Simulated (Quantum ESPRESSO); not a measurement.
The system is Tc.

```
Tc
1.0
     0.00000    1.95000    1.95000
     1.95000    0.00000    1.95000
     1.95000    1.95000    0.00000
Tc
1
Direct
  0.00000 0.00000 0.00000
```

This isn't the form of Tc at room conditions, which is hcp.

```yaml
Program: Quantum ESPRESSO 7.5
Task: single point
Functional: PBE
Potentials_or_basis: SSSP 1.3 efficiency PBE
Cutoff: 816 eV
Density_cutoff: 3265 eV
k_mesh: 12 × 12 × 12
Occupations: fermi-dirac, width 0.05 eV
Spin: no spin polarisation
```

On this cell: pressure -6.3 GPa; band gap on the k mesh none (metal or under the smearing width).

The same run follows on a disturbed copy (cell strained at random at fixed volume):

```
Tc
1.0
     0.04787    1.96905    1.97138
     2.00713    0.03456    1.98470
     1.97312    1.94836    0.06856
Tc
1
Cartesian
  0.0576 0.0572 -0.0243
```

Question: What does the disturbed cell give?

Answer: The energy (extrapolated to zero smearing) moves by +20.6 meV/atom; pressure -5.7 GPa; band gap on the k mesh none (metal or under the smearing width).

Stress tensor (GPa, compression positive):
```
-7.41 -0.70 -6.80
-0.70 -5.03 -4.96
-6.80 -4.96 -4.67
```
